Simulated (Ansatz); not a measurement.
# Rh: strong compression, part 2 of 2

How does Rh (fcc type) answer strong compression, and how long do frozen cores keep up with all electrons? The runs shown use LAPW, crystal datasets and norm-conserving. Companion runs by PAW are cited. Its runs: the reference run (LAPW); volume scaled by 1 (crystal datasets and norm-conserving); volume scaled by 0.95 (LAPW); volume scaled by 0.85 (LAPW); volume scaled by 0.75 (LAPW and norm-conserving); volume scaled by 0.65 (LAPW); volume scaled by 0.55 (LAPW); volume scaled by 0.45 (LAPW and crystal datasets); volume scaled by 0.4 (LAPW, crystal datasets and norm-conserving).

Ansatz 0.2.0; DFT PBE; a cell built from a prototype (fcc type), not taken from measurement. «Crystal datasets» are all-electron PAW datasets made for this crystal. Earlier steps stand in the parts before.

## Step 10: Volume scaled by 0.55, LAPW

File input.yaml:

```yaml
crystal:
  lattice:
    - [0.0, 1.5689935933, 1.5689935933]
    - [1.5689935933, 0.0, 1.5689935933]
    - [1.5689935933, 1.5689935933, 0.0]
  atoms:
    - { symbol: Rh, position: [0.0, 0.0, 0.0] }
kpoints:
  mp_grid: { grid: [17, 17, 17] }
scf:
  occupations: { method: fermi_dirac, width: 0.05 }
hamiltonian:
  xc: pbe
  pseudopotentials: { kind: all_electron, lapw: { basis_error: 0.001 } }
output:
  forces: true
  stress: true
  eigenvalues: true
  populations: true
```

Command:

```sh
> ansatz run input.yaml --threads 1 --pin off --max-ram 2048MiB --backend cpu --events-out ev --progress --plain --runs-dir out
```

Log, cut to the lines that bear on the results:

```text
Rh: projections on atomic orbitals take those of the free atom 1s2 2s2 2p6 3s2 3p6 3d10 4s2 4p6 4d8 5s1, of charge +0.00 (hamiltonian.pseudopotentials.projection_atoms)
LAPW: plane waves up to 10.454 Å⁻¹, error target 1.0e-3 eV per atom; small_component_spin mean_spin; Rh in spheres of 1.109 Å, 35 of its electrons in bands, Dirac shells []
[...]
Pseudopotentials: kind: all_electron
[...]
  atom   1  Rh    -0.00000000    -0.00000000    -0.00000000
[...]
--- Stress (GPa, compression-positive) ---
      663.217590       0.000000       0.000000
        0.000000     663.217590      -0.000000
        0.000000      -0.000000     663.217590
  P = ⅓ Tr σ = 663.2176 GPa (6632.176 kbar)
--- Band table (eV; the first three rows and the last of 165) ---
[... band rows left out ...]
[...]
--- Löwdin populations: 1 site ---
  site symbol       q [e]
     0     Rh     44.9091
  spilling = 0.002021 (of n_electrons = 45.000000)
```

Run time: 5.4 s. Hardware: 1 thread of AMD EPYC 9R45 (Zen 5), shared host; peak memory 0.41 GiB.

Read from it: pressure 663.22 GPa; no gap.

## Step 11: Volume scaled by 0.45, LAPW

Edit input.yaml of step 10 so:

```diff
@@ -2,5 +2,5 @@
   lattice:
-    - [0.0, 1.5689935933, 1.5689935933]
-    - [1.5689935933, 0.0, 1.5689935933]
-    - [1.5689935933, 1.5689935933, 0.0]
+    - [0.0, 1.4674763527, 1.4674763527]
+    - [1.4674763527, 0.0, 1.4674763527]
+    - [1.4674763527, 1.4674763527, 0.0]
   atoms:
```

Command:

```sh
> ansatz run input.yaml --threads 1 --pin off --max-ram 2048MiB --backend cpu --events-out ev --progress --plain --runs-dir out
```

Log, cut to the lines that bear on the results:

```text
Rh: projections on atomic orbitals take those of the free atom 1s2 2s2 2p6 3s2 3p6 3d10 4s2 4p6 4d8 5s1, of charge +0.00 (hamiltonian.pseudopotentials.projection_atoms)
LAPW: plane waves up to 11.181 Å⁻¹, error target 1.0e-3 eV per atom; small_component_spin mean_spin; Rh in spheres of 1.038 Å, 35 of its electrons in bands, Dirac shells []
[...]
[... 1 set-up line as earlier in the session ...]
[...]
  atom   1  Rh    -0.00000000     0.00000000    -0.00000000
[...]
--- Stress (GPa, compression-positive) ---
     1393.586440      -0.000000       0.000000
       -0.000000    1393.586440      -0.000000
        0.000000      -0.000000    1393.586440
  P = ⅓ Tr σ = 1393.5864 GPa (13935.864 kbar)
--- Band table (eV; the first three rows and the last of 165) ---
[... band rows left out ...]
[...]
--- Löwdin populations: 1 site ---
  site symbol       q [e]
     0     Rh     44.9000
  spilling = 0.002222 (of n_electrons = 45.000000)
```

Run time: 5.2 s. Hardware: 1 thread of AMD EPYC 9R45 (Zen 5), shared host; peak memory 0.41 GiB.

Result: pressure 1393.59 GPa; no gap.

## Step 12: Volume scaled by 0.45, crystal datasets

Edit input.yaml of step 11 so:

```diff
@@ -13,3 +13,3 @@
   xc: pbe
-  pseudopotentials: { kind: all_electron, lapw: { basis_error: 0.001 } }
+  pseudopotentials: { kind: all_electron, datasets: crystal }
 output:
@@ -18,2 +18 @@
   eigenvalues: true
-  populations: true
```

Command:

```sh
> ansatz run input.yaml --threads 1 --pin off --max-ram 2048MiB --backend cpu --events-out ev --progress --plain --runs-dir out
```

Log, cut to the lines that bear on the results:

```text
[...]
[... 1 set-up line as earlier in the session ...]
Pseudopotential: Rh, paw, valence charge 17, recommended cutoff 540 eV (normal), Koelling and Harmon's equation, gaussian nucleus
[... 1 set-up line as earlier in the session ...]
[...]
Crystal: 1 atoms, lattice volume = 6.320 Å³
Basis set: ecut = 540 eV, 169 PW (Γ), exchange–correlation on 32×32×32 points (8 copies of the dense FFT grid, shifted against one another)
[...]
  atom   1  Rh    -0.00000000     0.00000000    -0.00000000
[...]
--- Stress (GPa, compression-positive) ---
     1393.587493      -0.000000      -0.000000
        0.000000    1393.587493      -0.000000
       -0.000000      -0.000000    1393.587493
  P = ⅓ Tr σ = 1393.5875 GPa (13935.875 kbar)
--- Band table (eV; the first three rows and the last of 165) ---
  k-point 0: bands = ["-24.5998", "12.3427", "12.3427", "12.3427", "47.8282", "50.4755", "50.4755", "50.4755", "57.1189", "57.1189", "70.9257"]
[...]
```

Wall time 3.9 s (1 thread of AMD EPYC 9R45 (Zen 5), shared host); peak memory 0.5 GiB.

In short: pressure 1393.59 GPa; no gap.

## Step 13: Volume scaled by 0.4, LAPW

File input.yaml:

```yaml
crystal:
  lattice:
    - [0.0, 1.4109780928, 1.4109780928]
    - [1.4109780928, 0.0, 1.4109780928]
    - [1.4109780928, 1.4109780928, 0.0]
  atoms:
    - { symbol: Rh, position: [0.0, 0.0, 0.0] }
kpoints:
  mp_grid: { grid: [17, 17, 17] }
  band_path:
    path:
      - [0.0, 0.0, 0.0]
      - [0.5, 0.0, 0.5]
      - [0.625, 0.25, 0.625]
      - [0.375, 0.375, 0.75]
      - [0.0, 0.0, 0.0]
      - [0.5, 0.5, 0.5]
      - [0.5, 0.25, 0.75]
      - [0.5, 0.0, 0.5]
    npoints: 8
scf:
  occupations: { method: fermi_dirac, width: 0.05 }
hamiltonian:
  xc: pbe
  pseudopotentials: { kind: all_electron, lapw: { basis_error: 0.001 } }
output:
  forces: true
  stress: true
  eigenvalues: true
  populations: true
  dos: { projected: true, de: 0.2, e_range: [-14, 8] }
```

Command:

```sh
> ansatz run input.yaml --threads 1 --pin off --max-ram 2048MiB --backend cpu --events-out ev --progress --plain --runs-dir out
```

Log, cut to the lines that bear on the results:

```text
Rh: projections on atomic orbitals take those of the free atom 1s2 2s2 2p6 3s2 3p6 3d10 4s2 4p6 4d8 5s1, of charge +0.00 (hamiltonian.pseudopotentials.projection_atoms)
LAPW: plane waves up to 11.620 Å⁻¹, error target 1.0e-3 eV per atom; small_component_spin mean_spin; Rh in spheres of 0.998 Å, 35 of its electrons in bands, Dirac shells []
[...]
[... 1 set-up line as earlier in the session ...]
[...]
  atom   1  Rh     0.00000000     0.00000000     0.00000000
[...]
--- Stress (GPa, compression-positive) ---
     2069.441144       0.000000       0.000000
        0.000000    2069.441144       0.000000
        0.000000       0.000000    2069.441144
  P = ⅓ Tr σ = 2069.4411 GPa (20694.411 kbar)
--- Band table (eV; the first three rows and the last of 165) ---
[... band rows left out ...]
[...]
--- Löwdin populations: 1 site ---
  site symbol       q [e]
     0     Rh     44.8871
  spilling = 0.002510 (of n_electrons = 45.000000)
```

Run time: 6.1 s. Hardware: 1 thread of AMD EPYC 9R45 (Zen 5), shared host; peak memory 0.42 GiB.

In short: pressure 2069.44 GPa; no gap.

Levels at the path's labelled points, in eV from the Fermi level:

| point | band 14 | band 15 | band 16 | band 17 | band 18 | band 19 | band 20 |
| --- | --- | --- | --- | --- | --- | --- | --- |
| Γ | -12.44 | -11.75 | -11.75 | -11.75 | -3.95 | -3.95 | 8.67 |
| X | -21.65 | -21.14 | 2.28 | 4.12 | 4.12 | 10.32 | 19.03 |
| U | -19.67 | -14.78 | -4.85 | -3.27 | 0.86 | 14.29 | 21.07 |
| K | -19.67 | -14.78 | -4.85 | -3.27 | 0.86 | 14.29 | 21.07 |
| Γ | -12.44 | -11.75 | -11.75 | -11.75 | -3.95 | -3.95 | 8.67 |
| L | -18.00 | -12.36 | -12.36 | 2.23 | 2.23 | 2.57 | 11.02 |
| W | -16.74 | -11.80 | -11.80 | -5.77 | 4.16 | 20.30 | 20.30 |
| X | -21.65 | -21.14 | 2.28 | 4.12 | 4.12 | 10.32 | 19.03 |

States per cell in windows of 1 eV (zero at the Fermi level; grid of 0.20 eV, so sharp peaks spill over the borders):

| from | to | total | Rh 4d | Rh 5s |
| --- | --- | --- | --- | --- |
| -10 | -9 | 0.65 | 0.58 | 0.03 |
| -9 | -8 | 0.49 | 0.44 | 0.02 |
| -8 | -7 | 0.34 | 0.29 | 0.02 |
| -7 | -6 | 0.54 | 0.48 | 0.03 |
| -6 | -5 | 0.59 | 0.52 | 0.03 |
| -5 | -4 | 0.45 | 0.40 | 0.03 |
| -4 | -3 | 0.41 | 0.37 | 0.03 |
| -3 | -2 | 0.36 | 0.32 | 0.02 |
| -2 | -1 | 0.34 | 0.30 | 0.02 |
| -1 | 0 | 0.35 | 0.31 | 0.03 |
| 0 | 1 | 0.39 | 0.35 | 0.03 |
| 1 | 2 | 0.49 | 0.44 | 0.03 |
| 2 | 3 | 0.38 | 0.34 | 0.03 |
| 3 | 4 | 0.22 | 0.17 | 0.04 |
| 4 | 5 | 0.07 | 0.02 | 0.04 |

## Step 14: Volume scaled by 0.4, crystal datasets

File input.yaml:

```yaml
crystal:
  lattice:
    - [0.0, 1.4109780928, 1.4109780928]
    - [1.4109780928, 0.0, 1.4109780928]
    - [1.4109780928, 1.4109780928, 0.0]
  atoms:
    - { symbol: Rh, position: [0.0, 0.0, 0.0] }
kpoints:
  mp_grid: { grid: [17, 17, 17] }
scf:
  occupations: { method: fermi_dirac, width: 0.05 }
hamiltonian:
  xc: pbe
  pseudopotentials: { kind: all_electron, datasets: crystal }
output:
  forces: true
  stress: true
  eigenvalues: true
```

Command:

```sh
> ansatz run input.yaml --threads 1 --pin off --max-ram 2048MiB --backend cpu --events-out ev --progress --plain --runs-dir out
```

Log, cut to the lines that bear on the results:

```text
[...]
[... 1 set-up line as earlier in the session ...]
Pseudopotential: Rh, paw, valence charge 17, recommended cutoff 600 eV (normal), Koelling and Harmon's equation, gaussian nucleus
[... 1 set-up line as earlier in the session ...]
[...]
Crystal: 1 atoms, lattice volume = 5.618 Å³
Basis set: ecut = 600 eV, 169 PW (Γ), exchange–correlation on 32×32×32 points (8 copies of the dense FFT grid, shifted against one another)
[...]
  atom   1  Rh     0.00000000    -0.00000000     0.00000000
[...]
--- Stress (GPa, compression-positive) ---
     2069.444731       0.000000      -0.000000
        0.000000    2069.444731      -0.000000
        0.000000       0.000000    2069.444731
  P = ⅓ Tr σ = 2069.4447 GPa (20694.447 kbar)
--- Band table (eV; the first three rows and the last of 165) ---
  k-point 0: bands = ["-18.8944", "20.0130", "20.0130", "20.0130", "55.9818", "56.6798", "56.6798", "56.6798", "64.4720", "64.4720", "77.0980"]
[...]
```

It took 4 s on 1 thread of AMD EPYC 9R45 (Zen 5), shared host; peak memory 0.51 GiB.

In short: pressure 2069.44 GPa.

## Step 15: Volume scaled by 0.4, norm-conserving

Edit input.yaml of step 14 so:

```diff
@@ -13,3 +13,3 @@
   xc: pbe
-  pseudopotentials: { kind: all_electron, datasets: crystal }
+  pseudopotentials: { kind: nc }
 output:
```

Command:

```sh
> ansatz run input.yaml --threads 1 --pin off --max-ram 2048MiB --backend cpu --events-out ev --progress --plain --runs-dir out
```

Log, cut to the lines that bear on the results:

```text
[...]
[... 3 set-up lines as earlier in the session ...]
[...]
Crystal: 1 atoms, lattice volume = 5.618 Å³
Basis set: ecut = 1197.300995 eV, 531 PW (Γ), exchange–correlation on 48×48×48 points (8 copies of the dense FFT grid, shifted against one another)
[...]
  atom   1  Rh     0.00000000    -0.00000000     0.00000000
[...]
--- Stress (GPa, compression-positive) ---
     2080.282842       0.000000      -0.000000
        0.000000    2080.282842      -0.000000
        0.000000       0.000000    2080.282842
  P = ⅓ Tr σ = 2080.2828 GPa (20802.828 kbar)
--- Band table (eV; the first three rows and the last of 165) ---
  k-point 0: bands = ["-23.5170", "15.3958", "15.3958", "15.3958", "51.3357", "52.0099", "52.0099", "52.0099", "59.7985", "59.7985", "72.4008", "83.9520", "83.9520"]
[...]
```

It took 1 s on 1 thread of AMD EPYC 9R45 (Zen 5), shared host; peak memory 0.3 GiB.

In short: pressure 2080.28 GPa; no gap.

## Step 16: Side by side

Rows by PAW come from runs of the same series that aren't printed here.

| method | volume over the first | volume (Å³/atom) | pressure (GPa) | SCF cycles, by the record's count |
| --- | --- | --- | --- | --- |
| LAPW | 1 | 14.045 | -0.04 | 6 |
| LAPW | 0.95 | 13.343 | 15.01 | 6 |
| LAPW | 0.85 | 11.938 | 63.21 | 6 |
| LAPW | 0.75 | 10.534 | 152.69 | 7 |
| LAPW | 0.65 | 9.129 | 323.14 | 6 |
| LAPW | 0.55 | 7.725 | 663.22 | 6 |
| LAPW | 0.45 | 6.320 | 1393.59 | 5 |
| LAPW | 0.4 | 5.618 | 2069.44 | 5 |
| PAW | 1 | 14.045 | 0.00 | 6 |
| PAW | 0.95 | 13.343 | 15.05 | 6 |
| PAW | 0.85 | 11.938 | 63.27 | 6 |
| PAW | 0.75 | 10.534 | 152.77 | 6 |
| PAW | 0.65 | 9.129 | 323.08 | 6 |
| PAW | 0.55 | 7.725 | 662.44 | 6 |
| PAW | 0.45 | 6.320 | 1388.18 | 7 |
| PAW | 0.4 | 5.618 | 2055.15 | 7 |
| PAW (core large) | 0.85 | 11.938 | 63.27 | 6 |
| PAW (partial_waves polarizable) | 0.4 | 5.618 | 2055.14 | 7 |
| crystal datasets | 1 | 14.045 | -0.03 | 8 |
| crystal datasets | 0.45 | 6.320 | 1393.59 | 7 |
| crystal datasets | 0.4 | 5.618 | 2069.44 | 7 |
| norm-conserving | 1 | 14.045 | 0.06 | 6 |
| norm-conserving | 0.75 | 10.534 | 153.21 | 7 |
| norm-conserving | 0.4 | 5.618 | 2080.28 | 6 |

## Step 17: Summary of results

The summary covers parts 1 to 2.

| quantity | value |
| --- | --- |
| LAPW pressure at 0.4 of the volume | 2069.4 GPa |
| PAW pressure at 0.4 of the volume | 2055.1 GPa |
| PAW (partial_waves polarizable) pressure at 0.4 of the volume | 2055.1 GPa |
| crystal datasets pressure at 0.4 of the volume | 2069.4 GPa |
| norm-conserving pressure at 0.4 of the volume | 2080.3 GPa |
| fitted bulk modulus at zero pressure (LAPW) | 283 GPa |
| its pressure derivative | 4.45 |

At 0.4 of the starting volume LAPW gives 2069 GPa. A third-order Birch-Murnaghan curve fits the range only roughly (B₀ = 283 GPa, B′ = 4.45, misfit at most 32.01 GPa). A fit over so wide a range leans to the high pressures, so B₀ can be off by several per cent. Where LAPW's pressure is over 3 GPa, PAW's departs from it by at most 0.7 %, at 0.4 of the volume. The ions are at rest, and the electrons smeared by 0.05 eV.
